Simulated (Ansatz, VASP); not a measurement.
TePb in VASP and in Ansatz

```
CELL_PARAMETERS angstrom
0.00000 3.27090 3.27090
3.27090 0.00000 3.27090
3.27090 3.27090 0.00000
ATOMIC_POSITIONS crystal
Te 0.00000 0.00000 0.00000
Pb 0.50000 0.50000 0.50000
```

The cell is a database's computed one.

Alike in both runs: task single point; functional PBE; k mesh 4 × 4 × 4; occupations gaussian, width 0.1 eV; no spin polarisation.

```csv
,VASP,Ansatz
version,VASP 6.6.1,Ansatz 0.2.0
potentials or method,"VASP PAW PBE potentials, release 64 (Te, Pb_d)","scalar-relativistic, plane waves, PAW"
plane-wave cutoff (eV),520,420
valence electrons in the cell,20,30
```

|  | VASP | Ansatz | Ansatz less VASP |
| --- | --- | --- | --- |
| gap on the k mesh at the Fermi level (eV) | 0.81 | 0.80 | -0.005 |
| least direct gap on the mesh (eV) | 0.81 | 0.80 | -0.005 |
| pressure (GPa) | 0.4 | 0.5 | +0.06 |

The two sets of potentials don't hold the same shells in valence.

Caveats: spin-orbit coupling is left out, which as a rule narrows the gap of such compounds by several tenths of an eV. A k mesh can miss the band edges.
